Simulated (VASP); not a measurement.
# C (Fmmm) in VASP: further runs

One crystal, C, is run at these levels: LDA; tasks: single point.

Program: VASP 6.6.1. These are calculated values, not measurements. Logs are shortened: lines on timing, memory, paths and dates and some standing lists are left out, and cuts for length are marked.

**1. The structure**

The structure is orthorhombic, space group Fmmm (No. 69). The conventional cell has a = 2.456 Å, b = 4.254 Å, c = 6.696 Å, α = 90.00°, β = 90.00°, γ = 90.00°. C (site symmetry m2m) has 3 C at 1.42 Å as nearest neighbours.

This isn't the form of C at room conditions, which is graphite.

**2. Single point, LDA**

Contents of INCAR:

```
SYSTEM = C
PREC = Accurate
ENCUT = 520
EDIFF = 1E-6
ISMEAR = 0
SIGMA = 0.05
LREAL = .FALSE.
LASPH = .TRUE.
NELM = 100
ALGO = Fast
ISIF = 2
LWAVE = .FALSE.
LCHARG = .FALSE.
NBANDS = 11
```

Contents of KPOINTS:

```
Automatic mesh
0
G
  14 14 14
  0 0 0
```

Contents of POSCAR:

```
C
1.0
    0.0000000000      2.1270000000      3.3480000000
    1.2280000000      0.0000000000      3.3480000000
    1.2280000000      2.1270000000      0.0000000000
C
2
Direct
    0.1666700000      0.8333300000      0.1666700000
    0.8333300000      0.1666700000      0.8333300000
```

Potentials or basis: VASP PAW LDA potentials, release 64 (C).

Run with:

```
$ cat potpaw_LDA.64/C/POTCAR > POTCAR
$ mpirun -np 1 vasp_std > vasp.out
```

OUTCAR:

```text
SYSTEM = C
   PREC = Accurate
   ENCUT = 520
   EDIFF = 1E-6
   ISMEAR = 0
   LREAL = .FALSE.
   LASPH = .TRUE.
   NELM = 100
   ISIF = 2

 ion  position               nearest neighbor table
   1  0.167  0.833  0.167-   2 1.42   2 1.42   2 1.42
   2  0.833  0.167  0.833-   1 1.42   1 1.42   1 1.42

  LATTYP: Found a face centered orthorhombic cell.
 ALAT       =     2.4560000000
 B/A-ratio  =     1.7320846906
 C/A-ratio  =     2.7263843648

  Lattice vectors:

 A1 = (   0.0000000000,   2.1270000000,   3.3480000000)
 A2 = (   1.2280000000,   0.0000000000,   3.3480000000)
 A3 = (   1.2280000000,   2.1270000000,   0.0000000000)

Analysis of symmetry for initial positions (statically):
=====================================================================
 Subroutine PRICEL returns:
 Original cell was already a primitive cell.

 Routine SETGRP: Setting up the symmetry group for a
 face centered orthorhombic supercell.

 Subroutine GETGRP returns: Found  8 space group operations
 (whereof  8 operations were pure point group operations)
 out of a pool of  8 trial point group operations.

The static configuration has the point symmetry D_2h.

Analysis of symmetry for dynamics (positions and initial velocities):
=====================================================================
 Subroutine PRICEL returns:
 Original cell was already a primitive cell.

 Routine SETGRP: Setting up the symmetry group for a
 face centered orthorhombic supercell.

 Subroutine GETGRP returns: Found  8 space group operations
 (whereof  8 operations were pure point group operations)
 out of a pool of  8 trial point group operations.

The dynamic configuration has the point symmetry D_2h.

 Subroutine INISYM returns: Found  8 space group operations
 (whereof  8 operations are pure point group operations),
 and found     1 'primitive' translations

----------------------------------------------------------------------------------------

                                     Primitive cell

  volume of cell :      17.4897

  direct lattice vectors                    reciprocal lattice vectors
     0.000000000  2.127000000  3.348000000    -0.407166124  0.235072873  0.149342891
     1.228000000  0.000000000  3.348000000     0.407166124 -0.235072873  0.149342891
     1.228000000  2.127000000  0.000000000     0.407166124  0.235072873 -0.149342891

  length of vectors
     3.966513961  3.566102635  2.456036034     0.493301943  0.493301943  0.493301943

  position of ions in fractional coordinates (direct lattice)
     0.166670000  0.833330000  0.166670000
     0.833330000  0.166670000  0.833330000

  ion indices of the primitive-cell ions
   primitive index   ion index
                 1           1
                 2           2

----------------------------------------------------------------------------------------

 KPOINTS: Automatic mesh

Automatic generation of k-mesh.
 Grid dimensions read from file:
 generate k-points for:   14   14   14

 Generating k-lattice:

  Cartesian coordinates                     Fractional coordinates (reciprocal lattice)
    -0.029083295  0.016790919  0.010667349     0.071428571  0.000000000  0.000000000
     0.029083295 -0.016790919  0.010667349     0.000000000  0.071428571  0.000000000
     0.029083295  0.016790919 -0.010667349     0.000000000  0.000000000  0.071428571

  Length of vectors
     0.035235853  0.035235853  0.035235853

  Shift w.r.t. Gamma in fractional coordinates (k-lattice)
     0.000000000  0.000000000  0.000000000

 Subroutine IBZKPT returns following result:
 ===========================================

 Found    428 irreducible k-points:

 Following reciprocal coordinates:
            Coordinates               Weight
  0.000000  0.000000  0.000000      1.000000
  0.071429  0.000000  0.000000      8.000000
  0.142857  0.000000  0.000000      8.000000
  0.214286  0.000000  0.000000      8.000000
  0.285714  0.000000  0.000000      8.000000
  0.357143  0.000000 -0.000000      8.000000
[... 16 lines left out ...]
  0.214286  0.142857  0.000000      8.000000
  0.285714  0.142857  0.000000      8.000000
 [... further k-points ...]
   k-points           NKPTS =    428   k-points in BZ     NKDIM =    428   number of bands    NBANDS=     11
   number of dos      NEDOS =    301   number of ions     NIONS =      2
   total plane-waves  NPLWV =  15120
   dimension x,y,z NGX =    30 NGY =   28 NGZ =   18
   dimension x,y,z NGXF=    60 NGYF=   56 NGZF=   36
   ions per type =               2
   NGX,Y,Z   is equivalent  to a cutoff of  12.57, 13.05, 12.18 a.u.
   NGXF,Y,Z  is equivalent  to a cutoff of  25.15, 26.11, 24.37 a.u.
 SYSTEM =  C
   PREC   = accura    normal or accurate (medium, high low for compatibility)
   ISTART =      0    job   : 0-new  1-cont  2-samecut
   ICHARG =      2    charge: 1-file 2-atom 10-const
   ISPIN  =      1    spin polarized calculation?
   LNONCOLLINEAR =      F non collinear calculations
   LSORBIT =      F    spin-orbit coupling
   LASPH  =      T    aspherical Exc in radial PAW
   ENCUT  =  520.0 eV  38.22 Ry    6.18 a.u.   7.38  6.63  4.57*2*pi/ulx,y,z
   NELM   =    100;   NELMIN=  2; NELMDL= -5     # of ELM steps
   EDIFF  = 0.1E-05   stopping-criterion for ELM
   LREAL  =      F    real-space projection
   EDIFFG = 0.1E-04   stopping-criterion for IOM
   NSW    =      0    number of steps for IOM
   IBRION =     -1    ionic relax: 0-MD 1-quasi-New 2-CG
   NFREE  =      0    steps in history (QN), initial steepest desc. (CG)
   ISIF   =      2    stress and relaxation
   ISYM   =      2    0-nonsym 1-usesym 2-fastsym
   POTIM  = 0.5000    time-step for ionic-motion
   TEBEG  =    0.0;   TEEND  =   0.0 temperature during run
   PSTRESS=    0.0 pullay stress
   NELECT =       8.0000    total number of electrons
   NUPDOWN=      -1.0000    fix difference up-down
   EMIN   =  10.00;   EMAX   =-10.00  energy-range for DOS
   EFERMI =   0.00;   METHOD = LEGACY
   ISMEAR =     0;   SIGMA  =   0.05  broadening in eV -4-tet -1-fermi 0-gaus
   EFERMI_NEDOS =   21; number of points for ismear=-14 and -15
   IALGO  =     68    algorithm
   IMIX   =      4    mixing-type and parameters
     AMIX     =   0.40;   BMIX     =  1.00
     AMIX_MAG =   1.60;   BMIX_MAG =  1.00
  volume/ion in A,a.u.               =       8.74        59.01
  Fermi-wavevector in a.u.,A,eV,Ry     =   1.261376  2.383654 21.647797  1.591068
  Thomas-Fermi vector in A             =   2.394838
   LORBIT       =      0    0 simple, 1 ext, 2 COOP (PROOUT), +10 PAW based schemes
   GGA     = CA    functional components
   LHFCALC =     F    Hartree Fock is set to
   AEXX    =    0.0000 exact exchange contribution
   IVDW    =     0    specifies the selected vdW correction
   LEPSILON=     F    determine dielectric tensor
   LRPA    =     F    only Hartree local field effects (RPA)
 non-spin polarized calculation
 RMM-DIIS sequential band-by-band and
 Gauss-broadening in eV      SIGMA  =   0.05
  energy-cutoff  :      520.00
  volume of cell :       17.49
 maximum number of plane-waves:       499
 NGX is ok and might be reduce to    30
   NGX = 15   NGY = 13   NGZ =  9

 number of electron       8.0000000 magnetization

 Free energy of the ion-electron system (eV)
  ---------------------------------------------------
  ext. energy  EPLUGINS =         0.00000000
  ---------------------------------------------------
  free energy    TOTEN  =       -20.21919265 eV

  energy without entropy =      -20.21919265  energy(sigma->0) =      -20.21919265

 E-fermi :   4.9325     XC(G=0): -10.7878

 val. band max:        4.7774521523   @ k =   0.5000  -0.1429   0.3571
 cond. band min:       5.1008432799   @ k =  -0.1429   0.2143   0.2857
 fundamental gap:      0.3233911277
 Fermi energy:         4.9325035528

 k-point     1 :       0.0000    0.0000    0.0000
  band No.  band energies     occupation
      1     -14.8830      2.00000
      2      -1.9547      2.00000
      3       1.6401      2.00000
      4       1.6667      2.00000
      5       8.5004      0.00000
      6      12.9956      0.00000
      7      13.0693      0.00000
      8      16.0671      0.00000
      9      17.8114      0.00000
     10      27.0896      0.00000
     11      29.9218      0.00000

 k-point     2 :       0.0714    0.0000    0.0000
  band No.  band energies     occupation
      1     -14.7571      2.00000
      2      -1.8477      2.00000
      3       1.1896      2.00000
      4       1.3914      2.00000
      5       8.7127      0.00000
      6      13.1073      0.00000
      7      13.5361      0.00000
      8      15.6227      0.00000
      9      18.0191      0.00000
     10      27.4821      0.00000
     11      28.7475      0.00000

 k-point     3 :       0.1429    0.0000    0.0000
  band No.  band energies     occupation
      1     -14.3814      2.00000
      2      -1.5248      2.00000
      3      -0.0475      2.00000
      4       0.7567      2.00000
      5       9.3428      0.00000
      6      13.1378      0.00000
      7      14.4007      0.00000
      8      14.9479      0.00000
      9      18.6915      0.00000
     10      26.3661      0.00000
     11      28.5328      0.00000
[... 267 lines left out ...]
 k-point    23 :       0.2143    0.1429    0.0000
  band No.  band energies     occupation
      1     -14.6741      2.00000
      2      -2.4951      2.00000
      3       1.1806      2.00000
      4       1.3909      2.00000
      5      10.1207      0.00000
      6      13.0930      0.00000
      7      13.5327      0.00000
      8      15.6808      0.00000
      9      17.9688      0.00000
     10      27.2789      0.00000
     11      28.1690      0.00000

 k-point    24 :       0.2857    0.1429    0.0000
  band No.  band energies     occupation
      1     -14.2786      2.00000
      2      -2.2935      2.00000
      3      -0.0677      2.00000
      4       0.7566      2.00000
      5      11.0905      0.00000
      6      13.1303      0.00000
      7      14.5195      0.00000
      8      14.9576      0.00000
      9      18.5894      0.00000
     10      26.3658      0.00000
     11      28.3870      0.00000

 [... further k-points ...]

------------------------ aborting loop because EDIFF is reached ----------------------------------------

  FORCE on cell =-STRESS in cart. coord.  units (eV):
  Direction    XX          YY          ZZ          XY          YZ          ZX
  --------------------------------------------------------------------------------------
  -------------------------------------------------------------------------------------
  Total       -0.5015104     -0.4982159      0.0157493      0.0000000      0.0000000      0.0000000
  in kB      -45.9419297    -45.6401328      1.4427496      0.0000000      0.0000000      0.0000000
  external PRESSURE =     -30.0464376 kB  Pullay stress =       0.0000000 kB

 VOLUME and BASIS-vectors are now :
 -----------------------------------------------------------------------------
  energy-cutoff  :      520.00
  volume of cell :       17.49
      direct lattice vectors                 reciprocal lattice vectors
     0.000000000  2.127000000  3.348000000    -0.407166124  0.235072873  0.149342891
     1.228000000  0.000000000  3.348000000     0.407166124 -0.235072873  0.149342891
     1.228000000  2.127000000  0.000000000     0.407166124  0.235072873 -0.149342891

 POSITION                                       TOTAL-FORCE (eV/Angst)
 -----------------------------------------------------------------------------------
      1.22800      0.70901      3.34800         0.000000      0.034947      0.000000
      1.22800      3.54499      3.34800         0.000000     -0.034947      0.000000
 -----------------------------------------------------------------------------------
    total drift:                               -0.000000     -0.000000     -0.000000

  FREE ENERGIE OF THE ION-ELECTRON SYSTEM (eV)
  ---------------------------------------------------
  free  energy   TOTEN  =       -20.2191926492 eV

  energy  without entropy=      -20.2191926464  energy(sigma->0) =      -20.21919265
```

Run time: 59 s. Hardware: 1 thread of Intel Xeon Platinum 8559C (Emerald Rapids), shared host; peak memory 0.17 GiB.

What came out:

| Item | Value |
| --- | --- |
| Free energy | -20.2192 eV |
| Pressure | -3.0 GPa |
| Largest force | 0.035 eV/Å |
| Band gap on the k mesh | 0.32 eV, indirect (least direct gap 0.41 eV) |

Forces in eV/Å, atoms in the order of the input:
```
C    0.000  0.035  0.000
C    0.000 -0.035  0.000
```

Stress tensor (GPa, compression positive):
```
-4.59  0.00  0.00
 0.00 -4.56  0.00
 0.00  0.00  0.14
```

Levels at points of the mesh, in eV from the valence-band top:
| k point | band 1 | band 2 | band 3 | band 4 | band 5 | band 6 | band 7 | band 8 | band 9 |
| --- | --- | --- | --- | --- | --- | --- | --- | --- | --- |
| (0.00, 0.00, 0.00) | -19.66 | -6.73 | -3.14 | -3.11 | 3.72 | 8.22 | 8.29 | 11.29 | 13.03 |
| (0.50, 0.00, 0.00) | -14.18 | -13.33 | -6.54 | -2.52 | 1.45 | 7.45 | 12.10 | 13.17 | 18.89 |
| (0.50, 0.50, 0.00) | -19.34 | -8.81 | -3.15 | -3.12 | 8.18 | 8.25 | 10.01 | 11.44 | 12.88 |
| (0.50, 0.00, 0.50) | -14.29 | -13.42 | -6.51 | -1.71 | 2.36 | 7.68 | 10.77 | 10.88 | 17.70 |
| (0.00, 0.50, 0.50) | -14.05 | -13.23 | -6.57 | -3.22 | 0.71 | 7.25 | 13.35 | 16.96 | 19.59 |

**3. Single point, LDA**

Contents of INCAR:

```
SYSTEM = C
ALGO = Normal
EDIFF = 1E-6
ENCUT = 520
GGA = CA
ISIF = 2
ISMEAR = 0
LASPH = .TRUE.
LCHARG = .FALSE.
LREAL = .FALSE.
LWAVE = .FALSE.
NBANDS = 11
NELM = 100
PREC = Accurate
SIGMA = 0.05
```

Contents of KPOINTS:

```
k-points
0
G
  14 14 14
  0 0 0
```

POSCAR is that of step 2.

Potentials or basis: VASP PAW LDA potentials, release 64 (C).

Run with:

```
$ cat potpaw_LDA.64/C/POTCAR > POTCAR
$ mpirun -np 1 vasp_std > vasp.out
```

Wall time 48 s (1 thread of Intel Xeon Platinum 8559C (Emerald Rapids), shared host); peak memory 0.17 GiB.

Results (log left out):

```
Free energy            : -20.2192 eV
Pressure               : -3.0 GPa
Largest force          : 0.035 eV/Å
Band gap on the k mesh : 0.32 eV, indirect (least direct gap 0.41 eV)
```

Forces in eV/Å, atoms in the order of the input:
```
C    0.000  0.035  0.000
C    0.000 -0.035  0.000
```

Stress tensor (GPa, compression positive):
```
-4.60  0.00  0.00
 0.00 -4.57  0.00
 0.00  0.00  0.12
```

Levels at points of the mesh, in eV from the valence-band top:
| k point | band 1 | band 2 | band 3 | band 4 | band 5 | band 6 | band 7 | band 8 |
| --- | --- | --- | --- | --- | --- | --- | --- | --- |
| (0.00, 0.00, 0.00) | -19.66 | -6.73 | -3.14 | -3.11 | 3.72 | 8.22 | 8.29 | 11.29 |
| (0.50, 0.00, 0.00) | -14.18 | -13.33 | -6.54 | -2.52 | 1.45 | 7.45 | 12.10 | 13.17 |
| (0.50, 0.50, 0.00) | -19.34 | -8.81 | -3.15 | -3.12 | 8.18 | 8.25 | 10.01 | 11.44 |
| (0.50, 0.00, 0.50) | -14.29 | -13.42 | -6.51 | -1.71 | 2.36 | 7.68 | 10.77 | 10.88 |
| (0.00, 0.50, 0.50) | -14.05 | -13.23 | -6.57 | -3.22 | 0.71 | 7.25 | 13.35 | 16.96 |

A k mesh can miss the band edges.
